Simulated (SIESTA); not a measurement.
## Te under changes of volume

One of the cells (33.925 Å³/atom); the others are scaled copies at fixed shape and fractional positions:

```
Te
1.0
     4.45400    0.00000    0.00000
    -2.22700    3.85728    0.00000
     0.00000    0.00000    5.92400
Te
3
Cartesian
  1.6279 2.8197 0.0000
  -0.5991 1.0376 3.9493
  1.1981 0.0000 1.9747
```

```yaml
Program: SIESTA 5.4.2
Functional: LDA
Potentials_or_basis: PseudoDojo 0.4 standard (LDA files)
Basis: DZP (energy shift 0.003 Ry; two zetas on semicore shells)
Grid_cutoff: 500 Ry
Energy_shift: 0.003 Ry
k_mesh: 7 × 7 × 5
Occupations: fermi-dirac, width 0.05 eV
Spin: no spin polarisation
```

| volume (Å³/atom) | energy over the lowest point (meV/atom) | pressure (GPa) | gap on the mesh (eV) | largest force (eV/Å) |
| --- | --- | --- | --- | --- |
| 31.890 | 12.91 | 2.8 | 0.54 | 0.924 |
| 32.568 | 3.89 | 1.5 | 0.54 | 0.785 |
| 33.247 | 0.00 | 0.4 | 0.55 | 0.654 |
| 33.925 | 0.67 | -0.7 | 0.55 | 0.533 |
| 34.604 | ? | ? | ? | ? |
| 35.282 | 13.84 | -2.4 | 0.56 | 0.313 |
| 35.961 | 25.52 | -3.1 | 0.56 | 0.215 |

Question: What does the run at 34.604 Å³/atom give?

Answer: Energy over the lowest point 5.42 meV/atom; pressure -1.6 GPa; gap on the mesh 0.56 eV; largest force 0.419 eV/Å.

Worked out: A Birch-Murnaghan fit of order 3 (a polynomial in V^(-2/3)) to the other rows has its minimum at 33.48 Å³/atom with B0 = V·E''(V) = 51 GPa and B' = 4.6 at fixed shape and positions, which overstates the stiffness. It gives 5.44 meV/atom at 34.604 Å³/atom, against the run's 5.42, and -dE/dV = -1.6 GPa, against -1.6. A straight line through the other rows of the gap, of slope 0.187 eV per unit of ln V, gives 0.55 eV, against the run's 0.56.

Energies are extrapolated to zero smearing.

Caveats: spin-orbit coupling is left out, which moves the levels of the heavy elements; an odd mesh through Γ misses points on the zone boundary, where band edges often lie; the basis of atomic orbitals isn't converged, which shifts pressures, moduli and gaps.
